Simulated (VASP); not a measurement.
Crystal: HgSe.

```
CELL_PARAMETERS angstrom
0.00000 3.03900 3.03900
3.03900 0.00000 3.03900
3.03900 3.03900 0.00000
ATOMIC_POSITIONS crystal
Hg 0.00000 0.00000 0.00000
Se 0.25000 0.25000 0.25000
```

| Property | Result |
| --- | --- |
| Program | VASP 6.6.1 |
| Task | relaxation of cell and atoms |
| Functional | PBEsol |
| Potentials or basis | VASP PAW PBE potentials, release 64 (Hg, Se) |
| Cutoff | 600 eV |
| k mesh | 10 × 10 × 10 |
| Occupations | gaussian, width 0.03 eV |
| Spin | no spin polarisation |

At the start: pressure 1.9 GPa; volume 28.07 Å³/atom.

Task: How do energy, volume and symmetry change on relaxing?

Result: Over 3 steps the energy falls by 5.3 meV/atom and the volume is 29.01 Å³/atom (+3.4 %); space group F-43m (No. 216, to 0.05 Å).

The path:
| step | energy change (eV) | largest force (eV/Å) | pressure (GPa) | volume (Å³) |
| --- | --- | --- | --- | --- |
| 1 | 0.0000 | 0.0000 | 1.85 | 56.13 |
| 2 | -0.0090 | 0.0000 | -0.67 | 58.81 |
| 3 | -0.0106 | 0.0000 | 0.00 | 58.03 |

Final structure:
```cif
data_structure
_symmetry_space_group_name_H-M 'P 1'
_symmetry_Int_Tables_number 1
_cell_length_a 4.3456
_cell_length_b 4.3456
_cell_length_c 4.3456
_cell_angle_alpha 60.000
_cell_angle_beta 60.000
_cell_angle_gamma 60.000
_cell_volume 58.03
loop_
_atom_site_label
_atom_site_type_symbol
_atom_site_fract_x
_atom_site_fract_y
_atom_site_fract_z
_atom_site_occupancy
Hg1 Hg 0.00000 0.00000 0.00000 1
Se1 Se 0.25000 0.25000 0.25000 1
```

Caveat: the PAW data sets were made with another functional, which shifts forces and pressure a little.
